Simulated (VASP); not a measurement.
Write the native input for VASP 6.6.1 that does the following.

```
Task                   : single point
Functional             : PBE
Potentials or basis    : VASP PAW PBE potentials, release 64 (Ga, N)
Cutoff                 : 900 eV
k mesh                 : 12 × 12 × 7
Occupations            : gaussian, width 0.05 eV
Spin                   : no spin polarisation
Further INCAR settings : ADDGRID = False; ALGO = Normal; EDIFF = 1e-08
```

The structure of GaN lies in POSCAR:

```
GaN
1.0
    3.1800000000      0.0000000000      0.0000000000
   -1.5900000000      2.7539607840      0.0000000000
    0.0000000000      0.0000000000      5.1660000000
Ga N
2 2
Direct
    0.6666666667      0.3333333333      0.5000000000
    0.3333333333      0.6666666667      0.0000000000
    0.6666666667      0.3333333333      0.8750000000
    0.3333333333      0.6666666667      0.3750000000
```

One way to write it, as run:

INCAR

```
PREC = Accurate
ENCUT = 900
EDIFF = 1E-8
ISMEAR = 0
SIGMA = 0.05
LREAL = F
LASPH = T
NELM = 100
ALGO = Normal
ISIF = 2
LWAVE = F
LCHARG = F
GGA = PE
ADDGRID = F
```

KPOINTS

```
Automatic mesh
0
Gamma
  12 12 7
```

Potentials or basis: VASP PAW PBE potentials, release 64 (Ga, N).

The run is started by

```sh
$ cat potpaw_PBE.64/Ga/POTCAR potpaw_PBE.64/N/POTCAR > POTCAR
$ mpirun -np 1 vasp_std > vasp.out
```

It gave:

| Property | Result |
| --- | --- |
| Pressure | 13.7 GPa |
| Largest force | 0.172 eV/Å |
| Band gap on the k mesh | 2.06 eV, direct |

Run time: 57 s on 1 thread of Intel(R) Xeon(R) 6975P-C (Granite Rapids), on a shared host, peak memory 0.29 GiB.
